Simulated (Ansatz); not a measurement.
**Structures of PbO₂: which is lowest?**

Plane-wave DFT in Ansatz with scalar-relativistic PAW potentials, cutoff 500 eV, Γ-centred meshes chosen by cell and gap, Gaussian smearing with energies taken to zero width. Every cell was relaxed (cell and atoms) in a run of its own, within the symmetry of its start. Functional: r2SCAN.

Relaxed structures (starts from databases or built by putting these elements on another compound's sites):
A. Fm-3m, 3 atoms in the computed cell, a = 5.318 Å; sites (symmetry × multiplicity) Pb m-3m × 4, O -43m × 8; start: database
B. P4_2/nmc, 6 atoms in the computed cell, a = 3.724 Å, c = 5.646 Å; sites (symmetry × multiplicity) Pb -4m2 × 2, O 2mm. × 4; start: built
C. I4_1/amd, 6 atoms in the computed cell, a = 4.226 Å, c = 10.754 Å; sites (symmetry × multiplicity) Pb -4m2 × 4, O 2mm. × 8; start: built
D. I-42d, 6 atoms in the computed cell, a = 6.178 Å, c = 6.662 Å; sites (symmetry × multiplicity) Pb -4.. × 4, O .2. × 8; start: built

Problem. Rank them by energy. Could pressure change the order?

Solution.
| structure | group | E − E(lowest) (meV/atom) | V (Å³/atom) | gap on mesh (eV) |
| --- | --- | --- | --- | --- |
| B | P4_2/nmc | 0.0 | 13.05 | 0.00 |
| C | I4_1/amd | 22.6 | 16.01 | 0.17 |
| A | Fm-3m | 66 | 12.53 | 0.00 |
| D | I-42d | 323 | 21.19 | 0.95 |

B is lowest, 23 meV/atom under C. A is denser by 0.52 Å³/atom, so pressure favours it: ΔE/ΔV, with ΔE in eV and 1 eV/Å³ = 160.2 GPa, gives about 21 GPa for equal enthalpy if both cells were rigid; at such pressures compression changes ΔV much, so this is a scale only. Other structures may lie lower than all of these, and vibrations aren't counted.

Spin-orbit coupling is left out, which matters for the bands of heavy elements. For Tl, Pb and Bi spin-orbit coupling shifts energies too.